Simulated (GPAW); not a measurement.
# SiC (Moissanite): phonons with PBE+D4

The system is SiC (Moissanite).

```
Si C
1.0
     3.07600    0.00000    0.00000
    -1.53800    2.66389    0.00000
     0.00000    0.00000    5.04800
Si C
2 2
Direct
  0.66667 0.33333 0.50000
  0.33333 0.66667 0.00000
  0.66667 0.33333 0.88500
  0.33333 0.66667 0.38500
```

```yaml
Program: GPAW 26.7.0
Task: phonons
Functional: PBE
Dispersion: D4
Potentials_or_basis: GPAW PAW data sets (gpaw-data 1.2.1)
Cutoff: 800 eV
Basis: pw
k_mesh: 10 × 10 × 5
Occupations: fermi-dirac, width 0.05 eV
Spin: no spin polarisation
Maxiter: 150
Convergence: density=1e-06 eigenstates=1e-09
Supercell: 1 × 1 × 1
Supercell_k_mesh: 10 × 10 × 5
Displacement: 0.01
Relaxed_first: cell
```

```
Relaxed volume                                          : 10.36 Å³/atom
Relaxed cell                                            : a = 3.078 Å, b = 3.078 Å, c = 5.052 Å, α = 90.00°, β = 90.00°, γ = 120.00°
Space group after relaxing (to 0.05 Å)                  : P6_3mc (No. 186)
Pressure after relaxing                                 : 0.0 GPa
Band gap on the k mesh                                  : 2.42 eV, indirect (least direct gap 3.96 eV)
Highest phonon frequency at Γ, LO-TO splitting left out : 828 cm⁻¹
Dispersion energy per atom                              : -0.328 eV
```

Forces in eV/Å, atoms in the order of the input:
```
Si   0.000  0.000  0.002
Si   0.000  0.000  0.002
C    0.000  0.000 -0.002
C    0.000  0.000 -0.002
```

Final structure:
```xyz
4
Lattice="3.0781 0.0000 0.0000 -1.5391 2.6658 0.0000 0.0000 0.0000 5.0521" Properties=species:S:1:pos:R:3 pbc="T T T"
Si    1.5391    0.8886    2.5494
Si    0.0000    1.7772    0.0233
C     1.5391    0.8886    4.4478
C     0.0000    1.7772    1.9218
```

Levels at points of the mesh, in eV from the valence-band top:
| k point | band 6 | band 7 | band 8 | band 9 | band 10 | band 11 |
| --- | --- | --- | --- | --- | --- | --- |
| (0.00, 0.00, 0.00) | -0.11 | 0.00 | 0.00 | 4.78 | 6.20 | 6.64 |
| (0.50, 0.50, 0.00) | -3.32 | -3.29 | -1.20 | 2.76 | 4.21 | 6.87 |

Phonon frequencies in cm⁻¹ (negative: imaginary):
| q point | frequencies |
| --- | --- |
| (0.000, 0.000, 0.000) | 0 0 0 255 255 594 758 758 762 791 791 828 |

It took 20 min on 1 thread of Arm Neoverse V1, with other jobs on the host, peak memory 1.5 GiB.

Caveat: the LO-TO splitting is left out; an odd mesh through Γ misses points on the zone boundary, where band edges often lie. As with any semilocal functional, this PBE gap is likely too small.
